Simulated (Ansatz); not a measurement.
# Equation of state of Yb

```yaml
crystal:
  lattice:
    - [3.87990, 0.00000, 0.00000]
    - [-1.93995, 3.36009, 0.00000]
    - [0.00000, 0.00000, 6.38590]
  atoms:
    - { symbol: Yb, position: [0.33333, 0.66667, 0.25000] }
    - { symbol: Yb, position: [0.66667, 0.33333, 0.75000] }
```

The cell is COD entry 1540221, as deposited and not checked against the literature; nothing was relaxed.

Where the f shell is localised, expect the real compound to differ from this run without U.

Spin–orbit coupling is left out, though it moves levels of the heavy atoms by tenths of an eV or more.

Levels of theory: DFT, PBE, all-electron LAPW, scalar-relativistic (Ansatz 0.2.0); DFT, PBE, PAW with Ansatz's default frozen-core files, scalar-relativistic (Ansatz 0.2.0).

For LAPW: a Γ-centred 11×11×6 k mesh, Fermi–Dirac smearing of 0.03 eV, basis error target 0.5 meV/atom, no spin polarisation. PAW takes a cutoff of 420 eV at this cell. The Ansatz runs share mesh, smearing and spin set-up. Plane-wave (PAW) pressures include the program's estimate of the Pulay term.

The cell above is scaled evenly, with fractional coordinates and shape held.

```json
{"V/V(cell)": "0.9405", "V (Å³/atom)": "39.149", "P, LAPW (GPa)": "-1.50", "P, PAW (GPa)": "-1.51"}
{"V/V(cell)": "0.9800", "V (Å³/atom)": "40.793", "P, LAPW (GPa)": "-1.95", "P, PAW (GPa)": "-1.97"}
{"V/V(cell)": "1.0000", "V (Å³/atom)": "41.626", "P, LAPW (GPa)": "-2.15", "P, PAW (GPa)": "-2.16"}
{"V/V(cell)": "1.0200", "V (Å³/atom)": "42.458", "P, LAPW (GPa)": "-2.33", "P, PAW (GPa)": "-2.34"}
{"V/V(cell)": "1.0600", "V (Å³/atom)": "44.123", "P, LAPW (GPa)": "-2.63", "P, PAW (GPa)": "-2.64"}
```
